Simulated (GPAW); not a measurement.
Runs of GPAW 26.7.0 on Ni. The structure is cubic, space group Fm-3m (No. 225). Conventional cell: a = 3.475 Å, b = 3.475 Å, c = 3.475 Å, α = 90.00°, β = 90.00°, γ = 90.00°. Ni (site symmetry m-3m) is surrounded by 12 Ni at 2.46 Å. 

```tsv
level	U	pressure (GPa)	moment (μB)
PBEsol	-	0.6	0.63
PBEsol+U	Ni d U = 4 eV	-0.4	0.85
PBEsol+U	Ni d U = 1 eV	(a)	0.64
PBEsol+U	Ni d U = 8 eV	(b)	0.92
PBEsol+U	Ni d U = 3 eV	-0.8	0.79
```

Alike in all rows: task band structure; potentials or basis PAW data sets generated in the run's folder for this functional, pw; spin collinear, ferromagnetic start; cell as given; k mesh 13 × 13 × 13; cutoff (eV) 600; smearing fermi-dirac 0.05 eV.

Problem. Estimate the missing entries.

Solution. (a) -0.7; (b) 0.4.

Caveats: the stock nickel data set gives pressures a few GPa off other programs; the U is typed as a test and isn't derived for this compound (some runs).
